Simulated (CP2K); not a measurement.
# Ta (Im-3m) in CP2K: equation of state, part 2 of 2

CP2K 2026.2. Earlier steps stand in the parts before.

## Step 4: Single point, PBEsol, 18.37 Å³/atom (volume scaled by 1.02)

ta_eos.inp

```
&GLOBAL
  PROJECT ta_eos
  RUN_TYPE ENERGY_FORCE
  PRINT_LEVEL LOW
&END GLOBAL
&FORCE_EVAL
  METHOD QS
  STRESS_TENSOR ANALYTICAL
  &DFT
    BASIS_SET_FILE_NAME BASIS_MOLOPT_UZH
    POTENTIAL_FILE_NAME POTENTIAL_UZH
    WFN_RESTART_FILE_NAME previous-RESTART.kp
    &MGRID
      CUTOFF 450
      REL_CUTOFF 60
      NGRIDS 4
    &END MGRID
    &QS
      METHOD GPW
      EPS_DEFAULT 1.0E-10
    &END QS
    &KPOINTS
      SCHEME MONKHORST-PACK 11 11 11
      GAMMA_CENTERED T
      SYMMETRY T
      SYMMETRY_BACKEND SPGLIB
    &END KPOINTS
    &SCF
      SCF_GUESS RESTART
      EPS_SCF 1.0E-6
      MAX_SCF 100
      ADDED_MOS 11
      CHOLESKY OFF
      EPS_EIGVAL 1.0E-7
      &DIAGONALIZATION ON
        ALGORITHM STANDARD
      &END DIAGONALIZATION
      &MIXING ON
        METHOD BROYDEN_MIXING
        ALPHA 0.4
        BETA 1.5
        NBUFFER 8
      &END MIXING
      &SMEAR ON
        METHOD FERMI_DIRAC
        ELECTRONIC_TEMPERATURE [K] 580.226
      &END SMEAR
    &END SCF
    &XC
      &XC_FUNCTIONAL
        &GGA_X_PBE_SOL
        &END GGA_X_PBE_SOL
        &GGA_C_PBE_SOL
        &END GGA_C_PBE_SOL
      &END XC_FUNCTIONAL
    &END XC
    &PRINT
      &KPOINTS ON
      &END KPOINTS
      &MULLIKEN ON
      &END MULLIKEN
      &MO ON
        ENERGIES T
        OCCUPATION_NUMBERS T
        &EACH
          QS_SCF 0
        &END EACH
        ADD_LAST NUMERIC
      &END MO
    &END PRINT
  &END DFT
  &SUBSYS
    &CELL
      A 2.8790424748 0.0000000000 0.0000000000
      B -0.9596808249 2.7143872763 0.0000000000
      C -0.9596808249 -1.3571936382 2.3507283371
      PERIODIC XYZ
    &END CELL
    &COORD
      SCALED
      Ta  0.0000000000 0.0000000000 0.0000000000
    &END COORD
    &KIND Ta
      BASIS_SET TZVP-MOLOPT-PBE-GTH-q13
      POTENTIAL GTH-PBE-q13
    &END KIND
    &PRINT
      &ATOMIC_COORDINATES ON
      &END ATOMIC_COORDINATES
      &CELL ON
      &END CELL
      &SYMMETRY ON
      &END SYMMETRY
    &END PRINT
  &END SUBSYS
  &PRINT
    &FORCES ON
    &END FORCES
    &STRESS_TENSOR ON
    &END STRESS_TENSOR
  &END PRINT
&END FORCE_EVAL
```

Potentials or basis: POTENTIAL_UZH Ta GTH-PBE-q13; TZVP-MOLOPT-PBE-GTH basis.

Launch:

```console
> OMP_NUM_THREADS=1 cp2k.psmp -i ta_eos.inp -o ta_eos.out
```

ta_eos.out:

```text

 CP2K| version string:                                       CP2K version 2026.2
 CP2K| Input file name                                                ta_eos.inp

 GLOBAL| Force Environment number                                              1
 GLOBAL| Basis set file name                                    BASIS_MOLOPT_UZH
 GLOBAL| Potential file name                                       POTENTIAL_UZH
 GLOBAL| MM Potential file name                                     MM_POTENTIAL
 GLOBAL| Coordinate file name                                      __STD_INPUT__
 GLOBAL| Method name                                                        CP2K
 GLOBAL| Project name                                                     ta_eos
 GLOBAL| Run type                                                   ENERGY_FORCE
 GLOBAL| FFT library                                                       FFTW3
 GLOBAL| Diagonalization library                                       ScaLAPACK
 GLOBAL| Cholesky decomposition library                                ScaLAPACK
 GLOBAL| DGEMM library                                                      BLAS
 GLOBAL| Direct generalized diagonalization requested                          F
 GLOBAL| Matrix multiplication library                                 ScaLAPACK
 GLOBAL| Global print level                                                  LOW
 GLOBAL| Total number of message passing processes                             1
 GLOBAL| Number of threads for this process                                    1
 GLOBAL| CPU model name                          Intel(R) Xeon(R) Platinum 8488C

 CELL| Volume [angstrom^3]:                                            18.370557
 CELL| Vector a [angstrom]:       2.879     0.000     0.000   |a| =     2.879042
[... 177 lines left out ...]
 MO|      3              -0.778325             -21.179305               2.000000
 MO|      4              -0.773722             -21.054038               2.000000
 MO|      5               0.341196               9.284424               2.000000
 MO|      6               0.341196               9.284424               2.000000
[... 322 lines left out ...]
 MO|     17               1.558680              42.413850               0.000000
 MO|     18               1.668314              45.397125               0.000000
 MO| Sum:                                                              12.000000
 MO| E(Fermi):            0.463991 a.u.         12.625851 eV

 [... the levels of further k-points ...]

 !-----------------------------------------------------------------------------!
                     Mulliken Population Analysis

 #  Atom  Element  Kind  Atomic population                           Net charge
       1     Ta       1         13.000000                             -0.000000
 # Total charge                             13.000000                 -0.000000

 !-----------------------------------------------------------------------------!

 ENERGY| Total FORCE_EVAL ( QS ) energy [hartree]            -58.104858674900186

 FORCES| Atomic forces [hartree/bohr]
 FORCES|   Atom     x               y               z               |f|
 FORCES|      1 -2.34332576E-15 -3.12145248E-15 -2.35663848E-14   2.38874263E-14
 FORCES| Sum    -2.34332576E-15 -3.12145248E-15 -2.35663848E-14
 FORCES| Total atomic force                                       2.38874263E-14

 STRESS| Analytical stress tensor [bar]
 STRESS|                        x                   y                   z
 STRESS|      x       -7.65044888783E+04   1.12018126930E-01   1.46269417335E-03
 STRESS|      y        1.12018126930E-01  -7.65050994818E+04   5.59942439066E-04
 STRESS|      z        1.46269417335E-03   5.59942439066E-04  -7.65055373842E+04
 STRESS| 1/3 Trace                                            -7.65050419148E+04
 STRESS| Determinant                                          -4.47785650449E+14

 STRESS| Eigenvectors and eigenvalues of the analytical stress tensor [bar]
 STRESS|                        1                   2                   3
 STRESS| Eigenvalues  -7.65055373866E+04  -7.65051193831E+04  -7.65044689745E+04
 STRESS|      x          -0.001293770859     -0.174925811905      0.984580766868
 STRESS|      y          -0.000947730896      0.984581363197      0.174924672504
 STRESS|      z           0.999998713981      0.000706805168      0.001439605272
```

It took 83 s on 1 thread of Intel Xeon Platinum 8488C (Sapphire Rapids), shared host; peak memory 0.33 GiB.

What came out:

```
Free energy            : -1581.1136 eV
Pressure               : -7.7 GPa
Band gap on the k mesh : none (metal or under the smearing width)
```

Caveat: the potentials were made for another functional, which shifts forces and pressure; the basis of atomic orbitals isn't converged, which shifts pressures, moduli and gaps.

## Step 5: Single point, PBEsol, 17.29 Å³/atom (volume scaled by 0.96)

ta_eos.inp: that of step 4 with these lines changed.

```diff
@@ -73,5 +73,5 @@
     &CELL
-      A 2.8790424748 0.0000000000 0.0000000000
-      B -0.9596808249 2.7143872763 0.0000000000
-      C -0.9596808249 -1.3571936382 2.3507283371
+      A 2.8214461074 0.0000000000 0.0000000000
+      B -0.9404820358 2.6600849004 0.0000000000
+      C -0.9404820358 -1.3300424503 2.3037011000
       PERIODIC XYZ
```

Launch:

```console
> OMP_NUM_THREADS=1 cp2k.psmp -i ta_eos.inp -o ta_eos.out
```

It took 85 s on 1 thread of Intel Xeon Platinum 8488C (Sapphire Rapids), shared host; peak memory 0.33 GiB.

Results (log left out):

* Free energy: -1581.1260 eV
* Pressure: 4.7 GPa
* Band gap on the k mesh: none (metal or under the smearing width)

Caveat: the potentials were made for another functional, which shifts forces and pressure; the basis of atomic orbitals isn't converged, which shifts pressures, moduli and gaps.

## Step 6: Single point, PBEsol, 18.73 Å³/atom (volume scaled by 1.04)

ta_eos.inp: that of step 5 with these lines changed.

```diff
@@ -73,5 +73,5 @@
     &CELL
-      A 2.8214461074 0.0000000000 0.0000000000
-      B -0.9404820358 2.6600849004 0.0000000000
-      C -0.9404820358 -1.3300424503 2.3037011000
+      A 2.8977380797 0.0000000000 0.0000000000
+      B -0.9659126932 2.7320136616 0.0000000000
+      C -0.9659126932 -1.3660068309 2.3659932345
       PERIODIC XYZ
```

Potentials or basis: POTENTIAL_UZH Ta GTH-PBE-q13; TZVP-MOLOPT-PBE-GTH basis.

Launch:

```console
> OMP_NUM_THREADS=1 cp2k.psmp -i ta_eos.inp -o ta_eos.out
```

It took 80 s on 1 thread of Intel Xeon Platinum 8488C (Sapphire Rapids), shared host; peak memory 0.33 GiB.

The run converged. Its results:

| Item | Value |
| --- | --- |
| Free energy | -1581.0927 eV |
| Pressure | -10.9 GPa |
| Band gap on the k mesh | none (metal or under the smearing width) |

Caveat: the potentials were made for another functional, which shifts forces and pressure; the basis of atomic orbitals isn't converged, which shifts pressures, moduli and gaps.

## Step 7: Single point, PBEsol, 16.93 Å³/atom (volume scaled by 0.94)

ta_eos.inp: that of step 6 with these lines changed.

```diff
@@ -73,5 +73,5 @@
     &CELL
-      A 2.8977380797 0.0000000000 0.0000000000
-      B -0.9659126932 2.7320136616 0.0000000000
-      C -0.9659126932 -1.3660068309 2.3659932345
+      A 2.8017150695 0.0000000000 0.0000000000
+      B -0.9339050232 2.6414822995 0.0000000000
+      C -0.9339050232 -1.3207411498 2.2875907750
       PERIODIC XYZ
```

Launch:

```console
> OMP_NUM_THREADS=1 cp2k.psmp -i ta_eos.inp -o ta_eos.out
```

Wall time 85 s (1 thread of Intel Xeon Platinum 8488C (Sapphire Rapids), shared host); peak memory 0.33 GiB.

The run converged. Its results:

| Property | Result |
| --- | --- |
| Free energy | -1581.1098 eV |
| Pressure | 9.8 GPa |
| Band gap on the k mesh | none (metal or under the smearing width) |

Caveat: the potentials were made for another functional, which shifts forces and pressure; the basis of atomic orbitals isn't converged, which shifts pressures, moduli and gaps.

## Step 8: Single point, PBEsol, 19.09 Å³/atom (volume scaled by 1.06)

ta_eos.inp: that of step 7 with these lines changed.

```diff
@@ -73,5 +73,5 @@
     &CELL
-      A 2.8017150695 0.0000000000 0.0000000000
-      B -0.9339050232 2.6414822995 0.0000000000
-      C -0.9339050232 -1.3207411498 2.2875907750
+      A 2.9161955077 0.0000000000 0.0000000000
+      B -0.9720651692 2.7494154917 0.0000000000
+      C -0.9720651692 -1.3747077459 2.3810636614
       PERIODIC XYZ
```

Launch:

```console
> OMP_NUM_THREADS=1 cp2k.psmp -i ta_eos.inp -o ta_eos.out
```

Wall time 80 s (1 thread of Intel Xeon Platinum 8488C (Sapphire Rapids), shared host); peak memory 0.33 GiB.

The run converged. Its results:

| Property | Result |
| --- | --- |
| Free energy | -1581.0647 eV |
| Pressure | -13.9 GPa |
| Band gap on the k mesh | none (metal or under the smearing width) |

Caveat: the potentials were made for another functional, which shifts forces and pressure; the basis of atomic orbitals isn't converged, which shifts pressures, moduli and gaps.

## Step 9: Equation of state, PBEsol

Potentials or basis: POTENTIAL_UZH Ta GTH-PBE-q13; TZVP-MOLOPT-PBE-GTH basis.

No new run: the results of the series are fitted here.

What came out:

```
Equilibrium volume                      : 17.66 Å³/atom
Bulk modulus                            : 211 GPa
Pressure derivative of the bulk modulus : 4.4
```

Energy against volume, from the lowest point:
```tsv
volume (Å³/atom)	energy (meV/atom)
16.930	21.42
17.290	5.26
17.650	0.00
18.010	4.48
18.371	17.64
18.731	38.60
19.091	66.58
```

Caveat: the potentials were made for another functional, which shifts forces and pressure; the basis of atomic orbitals isn't converged, which shifts pressures, moduli and gaps. Spin-orbit coupling is left out, which matters for the levels of Ta.

## Step 10: Against experiment

Step 9. A measured bulk modulus of Ta is 194 GPa (quoted in “Pressure effects on the electronic structure and superconductivity of (TaNb)0.67(HfZrTi)0.33 high entropy alloy”, 2019, arxiv:1910.08312); the calculated 211 GPa misses it by +9.0 %. The fit is for a static lattice scaled at fixed shape and fixed fractional positions.
